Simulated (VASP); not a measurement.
PbO:

```
Pb O
1.0
     3.17937    0.00000    0.00000
     0.00000    3.17937    0.00000
     0.00000    0.00000    3.16316
Pb O
1 1
Direct
  0.00000 0.00000 0.00000
  0.50000 0.50000 0.50000
```

The cell was built by a generator and needn't be a form met in nature.

The cell isn't the ideal one: uniaxial_z strain -0.5%.

Base run:

| Item | Value |
| --- | --- |
| Program | VASP 6.6.1 |
| Functional | r2SCAN |
| Potentials or basis | VASP PAW PBE potentials, release 64 (Pb_d, O) |
| Cutoff | 520 eV |
| k mesh | 8 × 8 × 8 |
| Occupations | fermi-dirac, width 0.02 eV |
| Spin | no spin polarisation |

Its results: band gap on the k mesh 0.40 eV, indirect (least direct gap 0.45 eV); pressure 0.8 GPa.

Problem. The run is repeated on the same cell with these changes: functional from r2SCAN to PBE; further incar settings from ALGO = Normal; EDIFF = 1e-07; NBANDS = 17 to ALGO = Normal; EDIFF = 1e-06; NBANDS = 17. What comes out?

Solution. Band gap on the k mesh 0.39 eV, indirect (least direct gap 0.76 eV); pressure 3.8 GPa.

Caveats: spin-orbit coupling is left out, which as a rule narrows the gap of such compounds by several tenths of an eV; the PAW data sets were made with another functional, which shifts forces and pressure a little (some runs).

A k mesh can miss the band edges.
